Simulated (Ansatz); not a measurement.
A run of Ansatz 0.2.0:

The input input.yaml:

```yaml
crystal:
  lattice:
    - [0.0, 2.0859016414, 2.0859016414]
    - [2.0859016414, 0.0, 2.0859016414]
    - [2.0859016414, 2.0859016414, 0.0]
  atoms:
    - { symbol: Ni, position: [0.0, 0.0, 0.0], spin: 1.0 }
    - { symbol: O, position: [0.5, 0.5, 0.5] }
kpoints:
  mp_grid: { grid: [11, 11, 11] }
scf:
  occupations: { method: fermi_dirac, width: 0.05 }
hamiltonian:
  xc: pbesol
  pseudopotentials: { kind: all_electron, lapw: { basis_error: 0.001 } }
magnetization:
  spin_polarized: true
output:
  forces: true
  stress: true
  eigenvalues: true
```

Potentials or basis: all-electron LAPW, scalar-relativistic.

Command:

```console
$ ansatz run input.yaml --threads 2 --pin off --max-ram 6144MiB --backend cpu --events-out ev --progress --plain --runs-dir out
```

Hardware: 2 threads of Arm Neoverse V2, on a shared host.

**Question.** How long does it take, and how much memory?

**Answer.** Wall time 13 s on 2 threads of Arm Neoverse V2, on a shared host, peak memory 0.43 GiB. Counts: scf iterations 12, plane waves 307, k points 56, bands 18.
